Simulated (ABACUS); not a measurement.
The system is LiF (Griceite).

```
CELL_PARAMETERS angstrom
0.00000 2.01400 2.01400
2.01400 0.00000 2.01400
2.01400 2.01400 0.00000
ATOMIC_POSITIONS crystal
F 0.50000 0.50000 0.50000
Li 0.00000 0.00000 0.00000
```

Base run:

```yaml
Program: ABACUS 3.10.1
Functional: AM05
Potentials_or_basis: PseudoDojo NC SR 0.5 PBE stringent
Cutoff: 1320 eV
Density_cutoff: 5279 eV
Basis: plane waves
k_mesh: 9 × 9 × 9
Occupations: fermi-dirac, width 0.05 eV
Spin: no spin polarisation
```

Its results: band gap on the k mesh 9.04 eV, direct; pressure 0.4 GPa.

Problem. The run is repeated on the same cell with these changes: functional from AM05 to revPBE; potentials or basis from PseudoDojo NC SR 0.5 PBE stringent to PseudoDojo NC SR 0.5 PBE standard; cutoff from 1320 eV to 1143 eV; density cutoff from 5279 eV to 4572 eV. What comes out?

Solution. Band gap on the k mesh 9.34 eV, direct; pressure 5.3 GPa.

Caveats: the potentials were made for another functional, which shifts forces and pressure; an odd mesh through Γ misses points on the zone boundary, where band edges often lie.
